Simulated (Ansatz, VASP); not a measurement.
# Co12N (Co(0001)) in two plane-wave programs, part 2 of 2

Aim: how closely do two programs agree when they are given the same cell, functional and k mesh? The cell is taken from a series of runs on this material, whose earlier steps may have relaxed, scaled, displaced or heated it; both programs get it as it stands.

VASP 6.6.1 and Ansatz 0.2.0.

So far: The structure; Ansatz: single point, RPBE.

## Step 3: VASP: single point, RPBE

Level of this step: RPBE, spin-polarised from a ferromagnetic start; plane waves and PAW (Co, N) (VASP).

The same cell, functional, mesh and smearing now go to VASP, with its own data sets and cutoff.

Lines of VASP's logs that name or quote its potential files are left out, and so is its time.

File INCAR:

```
SYSTEM = Co12N
PREC = Accurate
ENCUT = 520
EDIFF = 1E-06
NELM = 100
ISMEAR = 1
SIGMA = 0.15
LREAL = .FALSE.
ALGO = Normal
GGA = RP
NBANDS = 87
ISPIN = 2
MAGMOM = 1.8 1.8 1.81 1.8 1.74 1.74 1.74 1.88 0.91 0.91 1.84 0.92 -0.07
LASPH = .TRUE.
LMAXMIX = 4
LORBIT = 11
LWAVE = .FALSE.
LCHARG = .FALSE.
KPAR = 4
ISIF = 0
LDIPOL = .TRUE.
IDIPOL = 3
DIPOL = 0.5 0.5 0.51
LVHAR = .TRUE.
```

File POSCAR:

```
Co12N
1.0
    5.0237193640      0.0000000000      0.0000000000
    2.5118596820      4.3506685907      0.0000000000
    0.0000000000      0.0000000000     19.0686182875
Co N
12 1
Direct
    0.0000000000      0.0000000000      0.3933163800
    0.5000000000      0.0000000000      0.3933163800
    0.0000000000      0.5000000000      0.3933163800
    0.5000000000      0.5000000000      0.3933163800
    0.8340838772      0.3327302499      0.4970049776
    0.3331858630      0.3327302499      0.4970049776
    0.8339837362      0.8320325176      0.4969659273
    0.3339196000      0.8321607900      0.4950697232
    0.9919909505      0.0034102662      0.6043815251
    0.5045987834      0.0034102662      0.6043815251
    0.0002203500      0.4995592999      0.5981134447
    0.5046894235      0.4906211529      0.6045130927
    0.3335610864      0.8328778274      0.6547169293
```

File KPOINTS:

```
Automatic mesh
0
Gamma
6 6 1
0 0 0
```

PAW data sets: Co and N (PBE family, release 64).

On the command line:

```bash
mpirun -np 4 vasp_std
```

Numbers of over 12 decimals in the logs are rounded to 6 here.

What it wrote:

```text
[banner, memory and clock lines left out]
running    4 mpi-ranks, on    1 nodes
 distrk:  each k-point on    1 cores,    4 groups
 distr:  one band on    1 cores,    1 groups

 POSCAR found type information on POSCAR CoN
 POSCAR found :  2 types and      13 ions
|                                                                             |
|               ----> ADVICE to this user running VASP <----                  |
|                                                                             |
|     You enforced a specific xc type in the INCAR file but a different       |
|     [... a line on the potential file left out ...]
|     I HOPE YOU KNOW WHAT YOU ARE DOING!                                     |
|                                                                             |

 LDA part: xc-table for (Slater+PW92), standard interpolation
 POSCAR, INCAR and KPOINTS ok, starting setup
 FFT: planning ... GRIDC
 FFT: planning ... GRID_SOFT
 FFT: planning ... GRID
 WAVECAR not read
 entering main loop
       N       E                     dE             d eps       ncg     rms          rms(c)
DAV:   1     0.899623464198E+03    0.89962E+03   -0.47093E+04  4532   0.129E+03
DAV:   2     0.186277721707E+01   -0.89776E+03   -0.83612E+03  4524   0.305E+02
DAV:   3    -0.889311177314E+02   -0.90794E+02   -0.80857E+02  5450   0.127E+02
DAV:   4    -0.948408401569E+02   -0.59097E+01   -0.57447E+01  4897   0.312E+01
DAV:   5    -0.949711324478E+02   -0.13029E+00   -0.13017E+00  5048   0.453E+00    0.386E+01
DAV:   6    -0.112554885787E+03   -0.17584E+02   -0.12627E+02  5560   0.126E+02    0.736E+01
DAV:   7    -0.105164721234E+03    0.73902E+01   -0.11604E+02  5040   0.132E+02    0.576E+01
DAV:   8    -0.111864163415E+03   -0.66994E+01   -0.65066E+01  5990   0.101E+02    0.741E+01
DAV:   9    -0.818405745195E+02    0.30024E+02   -0.56098E+01  6882   0.751E+01    0.263E+01
DAV:  10    -0.930261283401E+02   -0.11186E+02   -0.30738E+01  4939   0.869E+01    0.472E+01
DAV:  11    -0.830615175894E+02    0.99646E+01   -0.20465E+01  5049   0.592E+01    0.294E+01
DAV:  12    -0.793771669573E+02    0.36844E+01   -0.49771E+00  4996   0.395E+01    0.127E+01
DAV:  13    -0.799047712272E+02   -0.52760E+00   -0.22418E+00  5525   0.154E+01    0.725E+00
DAV:  14    -0.808366368126E+02   -0.93187E+00   -0.12455E+00  5408   0.143E+01    0.115E+01
[...]
DAV:  38    -0.812611841216E+02   -0.12141E-03   -0.58617E-06  4369   0.677E-03    0.236E-03
DAV:  39    -0.812612328879E+02   -0.48766E-04   -0.12541E-06  3638   0.341E-03    0.158E-03
DAV:  40    -0.812612506912E+02   -0.17803E-04   -0.29181E-07  3236   0.191E-03    0.129E-03
DAV:  41    -0.812612629060E+02   -0.12215E-04   -0.23063E-07  3119   0.207E-03    0.153E-03
DAV:  42    -0.812612678657E+02   -0.49596E-05   -0.13126E-07  3143   0.138E-03    0.119E-03
DAV:  43    -0.812612705267E+02   -0.26610E-05   -0.42176E-08  3099   0.734E-04    0.112E-03
DAV:  44    -0.812612724572E+02   -0.19306E-05   -0.26274E-08  3040   0.650E-04    0.836E-04
DAV:  45    -0.812612729818E+02   -0.52460E-06   -0.13187E-08  2941   0.389E-04
   1 F= -.81261273E+02 E0= -.81265053E+02  d E =0.113387E-01  mag=    18.1705
```

From OUTCAR (step 3):

```text
ion  position               nearest neighbor table
   1  0.000  0.000  0.393-   8 2.42   5 2.45   7 2.45   3 2.51   3 2.51   4 2.51   4 2.51   2 2.51
                             2 2.51
   2  0.500  0.000  0.393-   8 2.42   6 2.45   7 2.45   4 2.51   3 2.51   4 2.51   3 2.51   1 2.51
                             1 2.51
   3  0.000  0.500  0.393-   7 2.45   6 2.45   5 2.45   1 2.51   1 2.51   2 2.51   2 2.51   4 2.51
                             4 2.51
   4  0.500  0.500  0.393-   8 2.42   5 2.45   6 2.45   2 2.51   1 2.51   2 2.51   1 2.51   3 2.51
                             3 2.51
   5  0.834  0.333  0.497-  11 2.41   1 2.45   3 2.45   4 2.45   9 2.50  12 2.50   6 2.51   7 2.51
                             8 2.51   8 2.51   7 2.52   6 2.52
   6  0.333  0.333  0.497-  11 2.41   2 2.45   3 2.45   4 2.45  10 2.50  12 2.50   5 2.51   7 2.51
                             8 2.51   8 2.51   7 2.52   5 2.52
   7  0.834  0.832  0.497-  11 2.41   3 2.45   2 2.45   1 2.45  10 2.50   9 2.50   5 2.51   6 2.51
                             8 2.51   8 2.51   6 2.52   5 2.52
   8  0.334  0.832  0.495-   4 2.42   1 2.42   2 2.42   6 2.51   5 2.51   7 2.51   7 2.51   5 2.51
                             6 2.51   9 2.56  10 2.56  12 2.56
   9  0.992  0.003  0.604-  13 1.77  12 2.45  10 2.45   5 2.50   7 2.50  11 2.51  11 2.52   8 2.56
                            10 2.58  12 2.58
  10  0.505  0.003  0.604-  13 1.77  12 2.45   9 2.45   6 2.50   7 2.50  11 2.51  11 2.52   8 2.56
                             9 2.58  12 2.58
  11  0.000  0.500  0.598-   7 2.41   6 2.41   5 2.41  10 2.51   9 2.51  12 2.52  12 2.52   9 2.52
                            10 2.52
  12  0.505  0.491  0.605-  13 1.77  10 2.45   9 2.45   5 2.50   6 2.50  11 2.52  11 2.52   8 2.56
                             9 2.58  10 2.58
  13  0.334  0.833  0.655-  10 1.77   9 1.77  12 1.77

  LATTYP: Found a hexagonal cell.
 ALAT       =     5.0237193640
 C/A-ratio  =     3.7957172577

 Subroutine GETGRP returns: Found  2 space group operations
 (whereof  1 operations were pure point group operations)

The static configuration has the point symmetry C_1 .
 The point group associated with its full space group is C_1h.

 Found     13 irreducible k-points:

   k-points           NKPTS =     13   k-points in BZ     NKDIM =     13   number of bands    NBANDS=     87

   dimension x,y,z NGX =    40 NGY =   40 NGZ =  144
   dimension x,y,z NGXF=    80 NGYF=   80 NGZF=  288

   ENCUT  =  520.0 eV  38.22 Ry    6.18 a.u.   9.34  9.34 35.45*2*pi/ulx,y,z

   NELECT =     113.0000    total number of electrons

 k-points in reciprocal lattice and weights: Automatic mesh
   0.00000000  0.00000000  0.00000000       0.028
   0.16666667  0.00000000  0.00000000       0.111
   0.00000000  0.16666667  0.00000000       0.056
   0.33333333  0.00000000  0.00000000       0.111
   0.00000000  0.33333333  0.00000000       0.056
   0.50000000  0.00000000  0.00000000       0.056
   0.00000000  0.50000000  0.00000000       0.028
   0.33333333  0.16666667  0.00000000       0.056
   0.16666667  0.33333333  0.00000000       0.111
   0.50000000  0.16666667  0.00000000       0.111
   0.33333333  0.50000000  0.00000000       0.111
  -0.16666667  0.33333333  0.00000000       0.111
  -0.33333333  0.33333333  0.00000000       0.056

 dipolmoment           0.000000      0.000000      0.058202 electrons x Angstroem

 average (electrostatic) potential at core
       1 -88.5744       2 -88.5744       3 -88.6309       4 -88.5742       5 -88.7653
       6 -88.7653       7 -88.7658       8 -88.8399       9 -88.7368      10 -88.7368
      11 -88.6702      12 -88.7359      13 -69.7658

 E-fermi :   0.0649

 spin component 1
 k-point     1 :       0.0000    0.0000    0.0000
  band No.  band energies     occupation
    ...
     61      -0.4582      1.00000
     62      -0.4566      1.00001
     63      -0.4109      1.00003
     64      -0.3799      1.00011
     65      -0.3727      1.00015
     66       0.4464     -0.00095
     67       0.4507     -0.00083
     68       1.2411     -0.00000
     69       1.2442     -0.00000
     70       1.2501     -0.00000
    ...

 k-point     2 :       0.1667    0.0000    0.0000
  band No.  band energies     occupation
    ...
     61      -0.6502      1.00000
     62      -0.5770      1.00000
     63      -0.5181      1.00000
     64      -0.3127      1.00107
     65      -0.0489      0.97878
     66       0.2262     -0.03125
     67       0.3589     -0.00908
     68       0.5133     -0.00010
     69       1.2780     -0.00000
     70       1.3482     -0.00000
    ...

 k-point     3 :       0.0000    0.1667    0.0000
  band No.  band energies     occupation
    ...
     61      -0.6505      1.00000
     62      -0.5766      1.00000
     63      -0.5182      1.00000
     64      -0.3127      1.00107
     65      -0.0483      0.97752
     66       0.2264     -0.03135
     67       0.3584     -0.00917
     68       0.5149     -0.00009
     69       1.2758     -0.00000
     70       1.3473     -0.00000
    ...

 k-point     4 :       0.3333    0.0000    0.0000
  band No.  band energies     occupation
    ...
     61      -0.7987      1.00000
     62      -0.7087      1.00000
     63      -0.6737      1.00000
     64      -0.6617      1.00000
     65      -0.5309      1.00000
     66       0.2407     -0.03500
     67       0.5657     -0.00001
     68       0.8405     -0.00000
     69       1.4146     -0.00000
     70       1.4235     -0.00000
    ...

 k-point     5 :       0.0000    0.3333    0.0000
  band No.  band energies     occupation
    ...
     61      -0.8004      1.00000
     62      -0.7103      1.00000
     63      -0.6729      1.00000
     64      -0.6602      1.00000
     65      -0.5301      1.00000
     66       0.2403     -0.03494
     67       0.5662     -0.00001
     68       0.8402     -0.00000
     69       1.4155     -0.00000
     70       1.4227     -0.00000
    ...

 k-point     6 :       0.5000    0.0000    0.0000
  band No.  band energies     occupation
    ...
     61      -0.8104      1.00000
     62      -0.7369      1.00000
     63      -0.6720      1.00000
     64      -0.6694      1.00000
     65      -0.4928      1.00000
     66       0.1318      0.16094
     67       0.5869     -0.00000
     68       1.0154     -0.00000
     69       1.4922     -0.00000
     70       1.5371     -0.00000
    ...

  energy-cutoff  :      520.00
  volume of cell :      416.77
      direct lattice vectors                 reciprocal lattice vectors
     5.023719364  0.000000000  0.000000000     0.199055705 -0.114924865  0.000000000
     2.511859682  4.350668591  0.000000000     0.000000000  0.229849730  0.000000000
     0.000000000  0.000000000 19.068618288     0.000000000  0.000000000  0.052442185

 POSITION                                       TOTAL-FORCE (eV/Angst)
 -----------------------------------------------------------------------------------
      0.00000      0.00000      7.50000        -0.028989      0.011815     -0.029676
      2.51186      0.00000      7.50000         0.028989      0.011815     -0.029676
      1.25593      2.17533      7.50000        -0.000000     -0.004208      0.045128
      3.76779      2.17533      7.50000         0.000000     -0.043457     -0.029764
      5.02598      1.44760      9.47720        -0.003240      0.004743      0.003671
      2.50960      1.44760      9.47720         0.003240      0.004743      0.003671
      6.27965      3.61990      9.47645        -0.000000      0.001739      0.005117
      3.76779      3.62046      9.44030        -0.000000      0.012803      0.018541
      4.99205      0.01484     11.52472         0.007291     -0.001765      0.006905
      2.54353      0.01484     11.52472        -0.007291     -0.001765      0.006905
      1.25593      2.17342     11.40520        -0.000000     -0.007322      0.012893
      3.76779      2.13453     11.52723        -0.000000      0.019340     -0.000885
      3.76779      3.62358     12.48455        -0.000000     -0.008483     -0.012832
 -----------------------------------------------------------------------------------
    total drift:                               -0.000003     -0.000324      0.006156

  FREE ENERGIE OF THE ION-ELECTRON SYSTEM (eV)
  ---------------------------------------------------
  free  energy   TOTEN  =       -81.2612729818 eV

  energy  without entropy=      -81.2726116852  energy(sigma->0) =      -81.26505255

 vacuum level on the upper side and lower side of the slab         5.364         4.882

 total charge
# of ion       s       p       d       tot
------------------------------------------
    1        0.478   0.401   7.232   8.111
    2        0.478   0.401   7.232   8.111
    3        0.475   0.398   7.228   8.101
    4        0.478   0.401   7.232   8.111
    5        0.485   0.520   7.259   8.263
    6        0.485   0.520   7.259   8.263
    7        0.485   0.520   7.259   8.264
    8        0.474   0.504   7.239   8.217
    9        0.495   0.541   7.341   8.377
   10        0.495   0.541   7.341   8.377
   11        0.469   0.394   7.245   8.108
   12        0.495   0.540   7.340   8.375
   13        1.314   2.328   0.000   3.642
--------------------------------------------------
tot          7.104   8.009  87.207 102.320

 magnetization (x)
# of ion       s       p       d       tot
------------------------------------------
    1       -0.012  -0.050   1.801   1.739
    2       -0.012  -0.050   1.801   1.739
    3       -0.013  -0.047   1.811   1.751
    4       -0.012  -0.050   1.801   1.739
    5       -0.014  -0.052   1.746   1.679
    6       -0.014  -0.052   1.746   1.679
    7       -0.014  -0.052   1.745   1.679
    8       -0.016  -0.047   1.874   1.812
    9       -0.005  -0.029   0.985   0.950
   10       -0.005  -0.029   0.985   0.950
   11       -0.005  -0.019   1.832   1.808
   12       -0.005  -0.029   0.989   0.955
   13        0.002  -0.075   0.000  -0.073
--------------------------------------------------
tot         -0.126  -0.582  19.118  18.410

[... 6 further parts left out ...]
```

The magnetic state follows from one typed start and may not be the lowest.

## Step 4: Side by side

Known differences besides the potentials themselves: VASP starts from the moments at which Ansatz ended; the data sets hold 209 valence electrons in Ansatz (default PAW (the set named soft_2) files) and 113 in VASP; the cutoff is 420 eV in Ansatz and 520 eV in VASP; Ansatz makes its cores anew for this functional, VASP keeps those of its PBE data sets; site moments are counted in spheres of each program's own size. Total energies have different zeros and are not compared.

Compared:

```csv
quantity,Ansatz,VASP,difference
total moment (μB),18.21,18.17,+0.04
moment on Co8 (μB),1.88,1.81,+0.06
moment on Co11 (μB),1.84,1.81,+0.03
moment on Co3 (μB),1.81,1.75,+0.06
moment on Co1 (μB),1.80,1.74,+0.06
moment on Co2 (μB),1.80,1.74,+0.06
moment on Co4 (μB),1.80,1.74,+0.06
moment on Co5 (μB),1.74,1.68,+0.06
moment on Co6 (μB),1.74,1.68,+0.06
"work function, lower of the two faces (eV)",4.84,4.82,+0.02
"work function, higher of the two faces (eV)",5.29,5.30,-0.01
```

At this near-relaxed geometry the largest component of a force difference is 65 meV/Å.

## Step 5: What came out

- r.m.s. force difference (single point, RPBE): 25 meV/Å

What this shows: The r.m.s. force difference is 25 meV/Å (single point, RPBE), beyond the 12 meV/Å picked in this series as the mark of a large difference. What causes the difference of the single point, RPBE pair stays open here. How closely two codes agree says nothing of how well the functional describes the real material.

[Lines on the potential files, build, host, timing and source positions are cut from VASP's logs without a mark.]

[Logs are printed without paths, hosts, clocks, repeated set-up lines and the standing remarks that a program may print on its own settings, such as how far it seeks lower states.]

[Hosts, paths, dates, database ids (printed as entryN), source tags and the programs' standing remarks are cut or masked in the printed files.]
